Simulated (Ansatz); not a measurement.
# Ni: response to strain

Ni is deformed so: zz strain of -1 %. What stress and forces result, by LAPW, PAW and all-electron datasets made for the crystal?

Computed with Ansatz 0.2.0 (DFT PBE, scalar-relativistic, unless a step's input says otherwise).

## (1) The structure to begin with

It takes space group Fm-3m (No. 225, cubic). The conventional cell has a = 3.536 Å, b = 3.536 Å, c = 3.536 Å, α = 90.00°, β = 90.00°, γ = 90.00°. Ni (site symmetry m-3m) is surrounded by 12 Ni at 2.50 Å.

Coordinates:

```
Ni
1.0
     0.00000    1.76795    1.76795
     1.76795    0.00000    1.76795
     1.76795    1.76795    0.00000
Ni
1
Cartesian
  0.0000 0.0000 0.0000
```

## (2) The deformed structure

Space group Fm-3m before, I4/mmm after.

## (3) LAPW, all electrons

Contents of input.yaml:

```yaml
crystal:
  lattice:
    - [0.0, 1.76795, 1.7502705]
    - [1.76795, 0.0, 1.7502705]
    - [1.76795, 1.76795, 0.0]
  atoms:
    - { symbol: Ni, position: [0.0, 0.0, 0.0], spin: 1.5 }
magnetization:
  spin_polarized: true
kpoints:
  mp_grid: { grid: [20, 20, 20] }
  band_path:
    path:
      - [0.0, 0.0, 0.0]
      - [0.0, 0.5, 0.5]
      - [0.25, 0.75, 0.5]
      - [0.0, 0.5, 0.0]
      - [0.0, 0.0, 0.0]
      - [0.5, 0.5, 0.0]
      - [0.3775380063, 0.6224619937, 0.0]
      - [-0.3775380063, 0.3775380063, 0.0]
      - [0.0, 0.0, 0.0]
    npoints: 5
scf:
  occupations: { method: fermi_dirac, width: 0.05 }
hamiltonian:
  xc: pbe
  pseudopotentials: { kind: all_electron, lapw: { basis_error: 0.00025 } }
output:
  forces: true
  stress: true
  eigenvalues: true
```

On the command line:

```sh
ansatz run input.yaml --threads 1 --pin off --max-ram 3072MiB --backend cpu --events-out ev --progress --plain --runs-dir out
```

## (4) PAW on the default files

Contents of input.yaml:

```yaml
crystal:
  lattice:
    - [0.0, 1.76795, 1.7502705]
    - [1.76795, 0.0, 1.7502705]
    - [1.76795, 1.76795, 0.0]
  atoms:
    - { symbol: Ni, position: [0.0, 0.0, 0.0], spin: 1.5 }
magnetization:
  spin_polarized: true
kpoints:
  mp_grid: { grid: [20, 20, 20] }
scf:
  occupations: { method: fermi_dirac, width: 0.05 }
hamiltonian:
  xc: pbe
  pseudopotentials: { kind: paw }
output:
  forces: true
  stress: true
  eigenvalues: true
  efg: { contact_densities: true }
  write_density: true
  write_potential: true
  elf: true
  volumetric_format: npy
```

## (5) All-electron PAW on datasets made for the crystal

Edit input.yaml of step 4 so:

```diff
@@ -15,3 +15,3 @@
   xc: pbe
-  pseudopotentials: { kind: paw }
+  pseudopotentials: { kind: all_electron, datasets: crystal }
 output:
@@ -21,5 +21 @@
   efg: { contact_densities: true }
-  write_density: true
-  write_potential: true
-  elf: true
-  volumetric_format: npy
```

(Steps that only read results are left out.)

Before running it: what results should come out? Wanted: pressure; largest shear or deviatoric stress.

**Answer**, as computed:

```
                                 quantity                                              value
                                 pressure  LAPW -0.91, PAW -0.88, crystal datasets -0.91 GPa
largest shear or deviatoric stress (LAPW)                                           0.77 GPa
```

In words: The largest part of the stress beyond the pressure is 0.77 GPa in size, in the zz component. No run of the undeformed cell stands beside it, so the pressure holds what the given cell had before the change. PAW: stress within 0.03 GPa of LAPW. Crystal datasets: stress within 0.01 GPa of LAPW. Other magnetic orders may lie lower; this is the state that the run reached.
